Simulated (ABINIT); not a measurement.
# YN (Fm-3m) in ABINIT: notebook

One crystal, YN, is run at these levels: SCAN, revPBE; tasks: equation of state.

Everything below comes from runs of ABINIT 10.8.3 (patched build). Logs are shortened: lines on timing, memory, paths and dates and some standing lists are left out, and cuts for length are marked. The log counts tension as positive stress, the text compression.

**1. Starting point**

It takes space group Fm-3m (No. 225, cubic). The conventional cell has a = 4.877 Å, b = 4.877 Å, c = 4.877 Å, α = 90.00°, β = 90.00°, γ = 90.00°. Y (site symmetry m-3m) is surrounded by 6 N at 2.44 Å. N (site symmetry m-3m) is surrounded by 6 Y at 2.44 Å.

**2. Equation of state, SCAN**

run.abi reads:

```
# Datasets: one volume each
ndtset 7
getwfk -1
scalecart1 3*0.9795861087
scalecart2 3*0.9864848297
scalecart3 3*0.9932883884
scalecart4 3*1.0000000000
scalecart5 3*1.0066227096
scalecart6 3*1.0131594038
scalecart7 3*1.0196128224

# Pseudopotentials
pp_dirpath "./"
pseudos "Y.GGA_PBE-ansatz.xml, N.GGA_PBE-ansatz.xml"

# Structure
acell 3.4485597718 3.4485597718 3.4485597718 Angstrom
rprim
     0.0000000000     0.7071067812     0.7071067812
     0.7071067812     0.0000000000     0.7071067812
     0.7071067812     0.7071067812     0.0000000000
ntypat 2
znucl 39 7
natom 2
typat 1 2
xred
     0.0000000000     0.0000000000     0.0000000000
     0.5000000000     0.5000000000     0.5000000000

# Plane-wave basis
ecut 19.0
pawecutdg 38.0

# k points
kptopt 1
ngkpt 9 9 9
nshiftk 1
shiftk 0.0 0.0 0.0

# Exchange and correlation
ixc -263267
usekden 1
pawxcdev 0

# Bands and occupations
nband 12
occopt 3
tsmear 0.00183747

# SCF cycle
nstep 100
tolvrs 1.0e-7

# Output
iomode 3
prtwf 1
prtden 0
prteig 0
prtebands 0
enunit 1
```

Potentials or basis: Ansatz PAW PBE default generated set, frozen core.

Launch:

```sh
$ abinit run.abi > log 2>&1
```

run.abo:

```text
[... set-up lines left out ...]
 ETOT  1  -36.442995583305    -3.644E+01 2.274E-01 2.145E+01
 ETOT  2  -36.261833006598     1.812E-01 3.306E-02 1.098E+01
 ETOT  3  -36.248852683367     1.298E-02 9.061E-03 7.346E-01
 ETOT  4  -36.249437719932    -5.850E-04 1.388E-03 1.768E-01
 ETOT  5  -36.249038708223     3.990E-04 4.976E-04 9.210E-03
 ETOT  6  -36.249015559295     2.315E-05 5.591E-04 4.100E-04
 ETOT  7  -36.249014720509     8.388E-07 2.931E-04 3.514E-05
 ETOT  8  -36.249014663387     5.712E-08 3.463E-04 4.479E-06
 ETOT  9  -36.249014664695    -1.308E-09 1.706E-04 1.573E-06
 ETOT 10  -36.249014662877     1.818E-09 1.948E-04 7.447E-08

 At SCF step   10       nres2   =  7.45E-08 < tolvrs=  1.00E-07 =>converged.

Result for kinetic energy density :

--------------------------------------------------------------------------------
 Total kinetic energy density [Ha/Bohr^3]
)     Maximum=    1.6460E+00  at reduced coord.    0.0000    0.0000    0.0000
)     Minimum=    4.2752E-03  at reduced coord.    0.2500    0.2500    0.2500
   Integrated=    1.6265E+01
--------------------------------------------------------------------------------

 Cartesian components of stress tensor (hartree/bohr^3)
  sigma(1 1)= -4.55079710E-04  sigma(3 2)=  0.00000000E+00
  sigma(2 2)= -4.55079710E-04  sigma(3 1)=  0.00000000E+00
  sigma(3 3)= -4.55079710E-04  sigma(2 1)=  0.00000000E+00

--- !ResultsGS
iteration_state: {dtset: 1, }
comment   : Summary of ground state results
lattice_vectors:
- [  0.0000000,   4.5140280,   4.5140280, ]
- [  4.5140280,   0.0000000,   4.5140280, ]
- [  4.5140280,   4.5140280,   0.0000000, ]
lattice_lengths: [   6.38380,    6.38380,    6.38380, ]
lattice_angles: [ 60.000,  60.000,  60.000, ] # degrees, (23, 13, 12)
lattice_volume:   1.8395972E+02
convergence: {deltae:  1.818E-09, res2:  7.447E-08, residm:  1.948E-04, diffor: null, }
etotal    :  -3.62490147E+01
entropy   :   0.00000000E+00
fermie    :   2.92578629E-01
cartesian_stress_tensor: # hartree/bohr^3
[... 475 lines left out ...]
--- !DatasetInfo
iteration_state: {dtset: 4, }
dimensions: {natom: 2, nkpt: 35, mband: 12, nsppol: 1, nspinor: 1, nspden: 1, mpw: 785, }
cutoff_energies: {ecut:  19.0, pawecutdg:  38.0, }
electrons: {nelect:   1.60000000E+01, charge:   0.00000000E+00, occopt:   3.00000000E+00, tsmear:   1.83747000E-03, }
meta: {optdriver: 0, ionmov: 0, optcell: 0, iscf: 17, paral_kgb: 0, }
...

 mkfilename : getwfk/=0, take file _WFK from output of DATASET   3.

 Real(R)+Recip(G) space primitive vectors, cartesian coordinates (Bohr,Bohr^-1):
 R(1)=  0.0000000  4.6080972  4.6080972  G(1)= -0.1085047  0.1085047  0.1085047
 R(2)=  4.6080972  0.0000000  4.6080972  G(2)=  0.1085047 -0.1085047  0.1085047
 R(3)=  4.6080972  4.6080972  0.0000000  G(3)=  0.1085047  0.1085047 -0.1085047
 Unit cell volume ucvol=  1.9570183E+02 bohr^3
 Angles (23,13,12)=  6.00000000E+01  6.00000000E+01  6.00000000E+01 degrees

 Coarse grid specifications (used for wave-functions):

 getcut: wavevector=  0.0000  0.0000  0.0000  ngfft=  27  27  27
         ecut(hartree)=     19.000   => boxcut(ratio)=   2.03627

 Fine grid specifications (used for densities):

 getcut: wavevector=  0.0000  0.0000  0.0000  ngfft=  40  40  40
         ecut(hartree)=     38.000   => boxcut(ratio)=   2.21190

 getcut : COMMENT -
  Note that boxcut > 2.2 ; recall that boxcut=Gcut(box)/Gcut(sphere) = 2
  is sufficient for exact treatment of convolution.
  Such a large boxcut is a waste : you could raise ecut
  e.g. ecut=   46.478970 Hartrees makes boxcut=2

--------------------------------------------------------------------------------

-inwffil : will read wavefunctions from disk file runo_DS3_WFK.nc

================================================================================

--- !BeginCycle
iteration_state: {dtset: 4, }
solver: {iscf: 17, nstep: 100, nline: 4, wfoptalg: 10, }
tolerances: {tolvrs: 1.00E-07, }
...

     iter   Etot(hartree)      deltaE(h)  residm     nres2
 ETOT  1  -36.252952510510    -3.625E+01 2.340E-05 4.986E-01
 ETOT  2  -36.251868646806     1.084E-03 1.648E-05 3.948E-02
 ETOT  3  -36.251810945508     5.770E-05 3.689E-05 1.967E-02
 ETOT  4  -36.251783768249     2.718E-05 5.851E-06 5.473E-04
 ETOT  5  -36.251784017965    -2.497E-07 1.569E-06 4.688E-05
 ETOT  6  -36.251783947913     7.005E-08 1.691E-06 2.072E-05
 ETOT  7  -36.251783898349     4.956E-08 6.029E-07 1.899E-07
 ETOT  8  -36.251783900221    -1.872E-09 1.004E-06 2.189E-07
 ETOT  9  -36.251783900066     1.545E-10 3.685E-07 3.718E-09

 At SCF step    9       nres2   =  3.72E-09 < tolvrs=  1.00E-07 =>converged.

Result for kinetic energy density :

--------------------------------------------------------------------------------
 Total kinetic energy density [Ha/Bohr^3]
)     Maximum=    1.6439E+00  at reduced coord.    0.0000    0.0000    0.0000
)     Minimum=    3.6905E-03  at reduced coord.    0.2500    0.2500    0.2500
   Integrated=    1.6125E+01
--------------------------------------------------------------------------------
[... 496 lines left out ...]
--- !DatasetInfo
iteration_state: {dtset: 7, }
dimensions: {natom: 2, nkpt: 35, mband: 12, nsppol: 1, nspinor: 1, nspden: 1, mpw: 836, }
cutoff_energies: {ecut:  19.0, pawecutdg:  38.0, }
electrons: {nelect:   1.60000000E+01, charge:   0.00000000E+00, occopt:   3.00000000E+00, tsmear:   1.83747000E-03, }
meta: {optdriver: 0, ionmov: 0, optcell: 0, iscf: 17, paral_kgb: 0, }
...

 mkfilename : getwfk/=0, take file _WFK from output of DATASET   6.

 Real(R)+Recip(G) space primitive vectors, cartesian coordinates (Bohr,Bohr^-1):
 R(1)=  0.0000000  4.6984749  4.6984749  G(1)= -0.1064175  0.1064175  0.1064175
 R(2)=  4.6984749  0.0000000  4.6984749  G(2)=  0.1064175 -0.1064175  0.1064175
 R(3)=  4.6984749  4.6984749  0.0000000  G(3)=  0.1064175  0.1064175 -0.1064175
 Unit cell volume ucvol=  2.0744394E+02 bohr^3
 Angles (23,13,12)=  6.00000000E+01  6.00000000E+01  6.00000000E+01 degrees

 Coarse grid specifications (used for wave-functions):

 getcut: wavevector=  0.0000  0.0000  0.0000  ngfft=  30  30  30
         ecut(hartree)=     19.000   => boxcut(ratio)=   2.30351

 getcut : COMMENT -
  Note that boxcut > 2.2 ; recall that boxcut=Gcut(box)/Gcut(sphere) = 2
  is sufficient for exact treatment of convolution.
  Such a large boxcut is a waste : you could raise ecut
  e.g. ecut=   25.204174 Hartrees makes boxcut=2

 Fine grid specifications (used for densities):

 getcut: wavevector=  0.0000  0.0000  0.0000  ngfft=  40  40  40
         ecut(hartree)=     38.000   => boxcut(ratio)=   2.16936
--------------------------------------------------------------------------------

-inwffil : will read wavefunctions from disk file runo_DS6_WFK.nc

================================================================================

--- !BeginCycle
iteration_state: {dtset: 7, }
solver: {iscf: 17, nstep: 100, nline: 4, wfoptalg: 10, }
tolerances: {tolvrs: 1.00E-07, }
...

     iter   Etot(hartree)      deltaE(h)  residm     nres2
 ETOT  1  -36.251569337223    -3.625E+01 5.285E-06 4.102E-01
 ETOT  2  -36.250613672546     9.557E-04 3.261E-06 3.404E-02
 ETOT  3  -36.250560251995     5.342E-05 3.046E-05 1.744E-02
 ETOT  4  -36.250534179208     2.607E-05 5.484E-06 4.500E-04
 ETOT  5  -36.250534039799     1.394E-07 4.254E-07 4.200E-05
 ETOT  6  -36.250533985344     5.445E-08 6.109E-07 1.823E-05
 ETOT  7  -36.250533941626     4.372E-08 1.404E-07 1.875E-07
 ETOT  8  -36.250533943053    -1.427E-09 1.914E-07 2.473E-07
 ETOT  9  -36.250533942799     2.546E-10 7.148E-08 3.058E-09

 At SCF step    9       nres2   =  3.06E-09 < tolvrs=  1.00E-07 =>converged.

Result for kinetic energy density :
[... 98 lines left out ...]
iteration_state     : {dtset: 7, }
comment             : '"Double-counting" decomposition of free energy'
band_energy         : -5.38042569277567E+00
Ewald energy        : -4.19955671087412E+01
psp_core            :  2.65430809013841E+00
xc_dc               : -4.86667663670169E+00
PAW spherical_terms :  1.33378277198274E+01
internal            : -3.62505336282528E+01
'-kT*entropy'       : -3.14545841441885E-07
total_energy_dc     : -3.62505339427986E+01
total_energy_dc_eV  : -9.86427280740538E+02
...

--- !EnergyTermsWithPAWCore
iteration_state     : {dtset: 7, }
comment             : 'Components of total free energy, including PAW core contributions'
Total energy        : -3.38177891501265E+03
Total energy DC     : -3.38177893165059E+03
Total energy (eV)   : -9.20228922549237E+04
Total energy DC (eV): -9.20228927076652E+04
...

 Cartesian components of stress tensor (hartree/bohr^3)
  sigma(1 1)=  2.54491307E-04  sigma(3 2)=  0.00000000E+00
  sigma(2 2)=  2.54491307E-04  sigma(3 1)=  0.00000000E+00
  sigma(3 3)=  2.54491307E-04  sigma(2 1)=  0.00000000E+00

-Cartesian components of stress tensor (GPa)         [Pressure= -7.4874E+00 GPa]
- sigma(1 1)=  7.48739274E+00  sigma(3 2)=  0.00000000E+00
- sigma(2 2)=  7.48739274E+00  sigma(3 1)=  0.00000000E+00
- sigma(3 3)=  7.48739274E+00  sigma(2 1)=  0.00000000E+00

== END DATASET(S) ==============================================================
================================================================================

 -outvars: echo values of variables after computation  --------
            acell      6.5168334975E+00  6.5168334975E+00  6.5168334975E+00 Bohr
           etotal1    -3.6249014663E+01
           etotal2    -3.6250490079E+01
           etotal3    -3.6251381928E+01
           etotal4    -3.6251783900E+01
           etotal5    -3.6251774776E+01
           etotal6    -3.6251342589E+01
           etotal7    -3.6250533943E+01
            fcart1    -0.0000000000E+00 -0.0000000000E+00 -0.0000000000E+00
                      -0.0000000000E+00 -0.0000000000E+00 -0.0000000000E+00
            fcart2    -0.0000000000E+00 -0.0000000000E+00 -0.0000000000E+00
                      -0.0000000000E+00 -0.0000000000E+00 -0.0000000000E+00
            fcart3    -0.0000000000E+00 -0.0000000000E+00 -0.0000000000E+00
                      -0.0000000000E+00 -0.0000000000E+00 -0.0000000000E+00
            fcart4    -0.0000000000E+00 -0.0000000000E+00 -0.0000000000E+00
                      -0.0000000000E+00 -0.0000000000E+00 -0.0000000000E+00
            fcart5    -0.0000000000E+00 -0.0000000000E+00 -0.0000000000E+00
                      -0.0000000000E+00 -0.0000000000E+00 -0.0000000000E+00
            fcart6    -0.0000000000E+00 -0.0000000000E+00 -0.0000000000E+00
                      -0.0000000000E+00 -0.0000000000E+00 -0.0000000000E+00
            fcart7    -0.0000000000E+00 -0.0000000000E+00 -0.0000000000E+00
                      -0.0000000000E+00 -0.0000000000E+00 -0.0000000000E+00
            rprim1     0.0000000000E+00  6.9267198023E-01  6.9267198023E-01
                       6.9267198023E-01  0.0000000000E+00  6.9267198023E-01
                       6.9267198023E-01  6.9267198023E-01  0.0000000000E+00
            rprim2     0.0000000000E+00  6.9755011263E-01  6.9755011263E-01
                       6.9755011263E-01  0.0000000000E+00  6.9755011263E-01
                       6.9755011263E-01  6.9755011263E-01  0.0000000000E+00
            rprim3     0.0000000000E+00  7.0236095512E-01  7.0236095512E-01
                       7.0236095512E-01  0.0000000000E+00  7.0236095512E-01
                       7.0236095512E-01  7.0236095512E-01  0.0000000000E+00
            rprim4     0.0000000000E+00  7.0710678120E-01  7.0710678120E-01
                       7.0710678120E-01  0.0000000000E+00  7.0710678120E-01
                       7.0710678120E-01  7.0710678120E-01  0.0000000000E+00
            rprim5     0.0000000000E+00  7.1178974407E-01  7.1178974407E-01
                       7.1178974407E-01  0.0000000000E+00  7.1178974407E-01
                       7.1178974407E-01  7.1178974407E-01  0.0000000000E+00
            rprim6     0.0000000000E+00  7.1641188486E-01  7.1641188486E-01
                       7.1641188486E-01  0.0000000000E+00  7.1641188486E-01
                       7.1641188486E-01  7.1641188486E-01  0.0000000000E+00
            rprim7     0.0000000000E+00  7.2097514092E-01  7.2097514092E-01
                       7.2097514092E-01  0.0000000000E+00  7.2097514092E-01
                       7.2097514092E-01  7.2097514092E-01  0.0000000000E+00
           strten1    -4.5507970958E-04 -4.5507970958E-04 -4.5507970958E-04
                       0.0000000000E+00  0.0000000000E+00  0.0000000000E+00
           strten2    -2.9783824597E-04 -2.9783824597E-04 -2.9783824597E-04
                       0.0000000000E+00  0.0000000000E+00  0.0000000000E+00
           strten3    -1.5643457916E-04 -1.5643457916E-04 -1.5643457916E-04
                       0.0000000000E+00  0.0000000000E+00  0.0000000000E+00
           strten4    -5.2366827009E-05 -5.2366827009E-05 -5.2366827009E-05
                       0.0000000000E+00  0.0000000000E+00  0.0000000000E+00
           strten5     6.0275221667E-05  6.0275221667E-05  6.0275221667E-05
                       0.0000000000E+00  0.0000000000E+00  0.0000000000E+00
           strten6     1.6209489094E-04  1.6209489094E-04  1.6209489094E-04
                       0.0000000000E+00  0.0000000000E+00  0.0000000000E+00
           strten7     2.5449130668E-04  2.5449130668E-04  2.5449130668E-04
                       0.0000000000E+00  0.0000000000E+00  0.0000000000E+00
           xangst1     0.0000000000E+00  0.0000000000E+00  0.0000000000E+00
                       2.3887207261E+00  2.3887207261E+00  2.3887207261E+00
           xangst2     0.0000000000E+00  0.0000000000E+00  0.0000000000E+00
                       2.4055432572E+00  2.4055432572E+00  2.4055432572E+00
           xangst3     0.0000000000E+00  0.0000000000E+00  0.0000000000E+00
                       2.4221337351E+00  2.4221337351E+00  2.4221337351E+00
           xangst4     0.0000000000E+00  0.0000000000E+00  0.0000000000E+00
                       2.4385000000E+00  2.4385000000E+00  2.4385000000E+00
           xangst5     0.0000000000E+00  0.0000000000E+00  0.0000000000E+00
                       2.4546494774E+00  2.4546494774E+00  2.4546494774E+00
           xangst6     0.0000000000E+00  0.0000000000E+00  0.0000000000E+00
                       2.4705892062E+00  2.4705892062E+00  2.4705892062E+00
           xangst7     0.0000000000E+00  0.0000000000E+00  0.0000000000E+00
                       2.4863258674E+00  2.4863258674E+00  2.4863258674E+00
             xred      0.0000000000E+00  0.0000000000E+00  0.0000000000E+00
                       5.0000000000E-01  5.0000000000E-01  5.0000000000E-01
 Calculation completed.
```

Wall time 6.8 min (1 thread of Arm Neoverse V2, shared host); peak memory 0.3 GiB.

Results:

* Equilibrium volume: 14.62 Å³/atom
* Bulk modulus: 162 GPa
* Pressure derivative of the bulk modulus: 4.2 (rough: it moves with the points fitted)

Energy against volume, from the lowest point:
```tsv
volume (Å³/atom)	energy (meV/atom)
13.630	37.68
13.920	17.60
14.210	5.47
14.500	0.00
14.790	0.12
15.080	6.00
15.370	17.01
```

Caveat: pressures at fixed basis lie under the slope of the energies; the PAW data sets were made with another functional, which shifts forces and pressure a little; the atomic spheres overlap. Zero-point motion and thermal expansion aren't in these numbers.

**3. Equation of state, revPBE**

Changes to run.abi since step 2:

```diff
@@ -32,2 +32,3 @@
 pawecutdg 38.0
+pawxcdev 0
 
@@ -40,5 +41,3 @@
 # Exchange and correlation
-ixc -263267
-usekden 1
-pawxcdev 0
+ixc 14
 
@@ -51,3 +50,3 @@
 nstep 100
-tolvrs 1.0e-7
+tolvrs 1.0e-9
```

Potentials or basis: Ansatz PAW PBE default generated set, frozen core.

Launch:

```sh
$ abinit run.abi > log 2>&1
```

Run time: 2.2 min. Hardware: 1 thread of Arm Neoverse V2, shared host; peak memory 0.25 GiB.

It converged, with:

```
Equilibrium volume                      : 14.98 Å³/atom
Bulk modulus                            : 152 GPa
Pressure derivative of the bulk modulus : 4.2
```

Energy against volume, from the lowest point:
```csv
volume (Å³/atom),energy (meV/atom)
13.630,68.04
13.920,40.37
14.210,20.45
14.500,7.51
14.790,0.90
15.080,0.00
15.370,4.26
```

Caveat: pressures at fixed basis lie under the slope of the energies; the PAW data sets were made with another functional, which shifts forces and pressure a little; the atomic spheres overlap.
